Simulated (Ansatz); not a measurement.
MnO:

```xyz
2
Lattice="0.0000 2.2239 2.2239 2.2239 0.0000 2.2239 2.2239 2.2239 0.0000" Properties=species:S:1:pos:R:3 pbc="T T T"
Mn    0.0000    0.0000    0.0000
O     2.2239    2.2239    2.2239
```

The cell is a database's computed one.

```yaml
Program: Ansatz 0.2.0
Task: relaxation of cell and atoms
Functional: BLYP
Dispersion: D3(BJ)
Potentials_or_basis: Ansatz PAW
Cutoff: "420 eV (not typed: the program's choice for these potentials)"
k_mesh: 10 × 10 × 10
Occupations: fermi-dirac, width 0.05 eV
Spin: collinear spin, ferromagnetic start
Starting_moments: "[4.0, 0.0] μB"
```

At the start: volume 11.00 Å³/atom.

How do energy, volume and symmetry change on relaxing?

It ends after 17 steps and the volume is 11.05 Å³/atom (+0.4 %); space group Fm-3m (No. 225, to 0.05 Å); moment 4.73 μB per cell.

The path:
```tsv
step	energy change (eV)	largest force (eV/Å)	volume (Å³)
1	0.0000	0.0000	22.00
2	-0.0498	0.0000	22.79
3	-0.0520	0.0000	22.76
4	-0.0619	0.0000	22.59
5	-0.0622	0.0000	22.59
6	-0.0625	0.0000	22.58
7	-0.0789	0.0000	22.28
8	-0.0824	0.0000	22.05
9	-0.0851	0.0000	22.15
10	-0.0855	0.0000	22.14
11	-0.0856	0.0000	22.14
12	-0.0864	0.0000	22.12
13	-0.0868	0.0000	22.10
14	-0.0869	0.0000	22.09
15	-0.0869	0.0000	22.10
16	-0.0869	0.0000	22.10
17	-0.0874	0.0000	22.10
```

Final structure:
```yaml
crystal:
  lattice:
    - [0.00000, 2.22718, 2.22718]
    - [2.22718, 0.00000, 2.22718]
    - [2.22718, 2.22718, 0.00000]
  atoms:
    - { symbol: Mn, position: [0.00000, 0.00000, 0.00000] }
    - { symbol: O, position: [0.50000, 0.50000, 0.50000] }
```

Caveat: the plane-wave basis is chosen anew once the cell has moved, so the energies of steps on either side of that aren't comparable; the pressure holds a Pulay correction of +0.7 GPa for the finite cutoff; a cell with one magnetic atom can't hold antiferromagnetic order, which such compounds often take; pairwise dispersion overbinds metals, which lowers pressure and volume; the PAW data sets come from PBE, with cores solved anew for the run's functional, which leaves a small shift of forces and pressure.
